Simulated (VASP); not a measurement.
Here is a VASP 6.6.1 calculation.

The input INCAR:

```
PREC     = Accurate       # precision mode
ENCUT    = 520            # plane-wave cutoff, eV
EDIFF    = 1E-7           # SCF threshold, eV
ISMEAR   = 0              # smearing method
SIGMA    = 0.02           # smearing width, eV
LREAL    = F              # projectors in reciprocal space
LASPH    = T              # aspherical terms in the spheres
NELM     = 60             # most SCF steps
ALGO     = Fast           # electronic algorithm
ISIF     = 2              # what is computed and relaxed
LWAVE    = F              # write WAVECAR
LCHARG   = F              # write CHGCAR
LOPTICS  = T              # frequency-dependent dielectric function
NBANDS   = 56             # bands
NEDOS    = 2000           # points of the DOS
CSHIFT   = 0.1
```

Contents of KPOINTS:

```
Automatic mesh
0
Gamma
  21 21 8
```

POSCAR

```
BN                                      
1.0
    2.4907375349      0.0000000000      0.0000000000
   -1.2453687675      2.1570419747     -0.0000000000
    0.0000000000     -0.0000000000      6.4610730214
  B               N             
     2     2
Direct
     0.3333333300000021    0.6666666699999979    0.2500000000000000
     0.6666666699999979    0.3333333300000021    0.7500000000000000
     0.3333333300000021    0.6666666699999979    0.7500000000000000
     0.6666666699999979    0.3333333300000021    0.2500000000000000
```

Potentials or basis: VASP PAW LDA potentials, release 64 (B, N).

Run with:

```bash
$ cat potpaw_LDA.64/B/POTCAR potpaw_LDA.64/N/POTCAR > POTCAR
$ mpirun -np 1 vasp_std > vasp.out
```

**Question.** What does it give for the band gap on the k mesh?

**Answer.** 4.04 eV, indirect (least direct gap 4.45 eV).

**Question.** What does it give for the pressure?

**Answer.** 0.0 GPa.

Dielectric function (mean over the directions given):
| energy (eV) | real part | imaginary part |
| --- | --- | --- |
| 0.25 | 4.46 | 0.00 |
| 1.26 | 4.57 | 0.02 |
| 2.33 | 4.89 | 0.04 |
| 3.34 | 5.61 | 0.11 |
| 4.40 | 8.78 | 1.16 |
| 5.41 | 5.68 | 7.80 |
| 6.47 | 0.42 | 3.48 |
| 7.48 | 1.08 | 1.57 |
| 8.54 | 2.41 | 0.94 |
| 9.55 | 3.80 | 2.57 |
| 10.62 | 1.55 | 2.29 |
| 11.63 | 2.68 | 1.60 |
| 12.69 | 5.11 | 1.68 |
| 13.70 | 2.56 | 5.82 |
| 14.76 | -1.41 | 4.44 |
| 15.77 | -0.91 | 2.53 |
| 16.83 | -0.49 | 2.52 |
| 17.84 | -0.24 | 1.98 |
| 18.91 | -0.30 | 1.44 |
| 19.97 | -0.23 | 1.37 |

Caveat: independent-particle spectra lack excitons; an odd mesh through Γ misses points on the zone boundary, where band edges often lie.
